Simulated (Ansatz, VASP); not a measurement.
**KF in VASP and in Ansatz**

```
K F
1.0
     0.00000    2.67199    2.67199
     2.67199    0.00000    2.67199
     2.67199    2.67199    0.00000
K F
1 1
Direct
  0.00000 0.00000 0.00000
  0.50000 0.50000 0.50000
```

Change from the starting cell: volume scaled by 1.02, PAW files.

Alike in both runs: task electric field gradients; functional r2SCAN; k mesh 9 × 9 × 9; occupations fermi-dirac, width 0.02 eV; no spin polarisation.

|  | VASP | Ansatz |
| --- | --- | --- |
| version | VASP 6.6.1 | Ansatz 0.2.0 |
| potentials or method | VASP PAW PBE potentials, release 64 (K_sv, F) | PAW with Ansatz's default frozen-core files, scalar-relativistic |
| plane-wave cutoff (eV) | 520 | 500 |
| valence electrons in the cell | 16 | 16 |

|  | VASP | Ansatz | Ansatz less VASP |
| --- | --- | --- | --- |
| gap on the k mesh at the Fermi level (eV) | 6.83 | 6.83 | +0.001 |
| pressure (GPa) | -0.5 | -0.5 | +0.05 |
| Vzz of the field gradient on the site that differs most (V/Å²) | 0.0 | 0.0 | -0.01 |

Caveats: the PAW data sets were made with another functional, which shifts forces and pressure a little (VASP); an odd mesh through Γ misses points on the zone boundary, where band edges often lie.
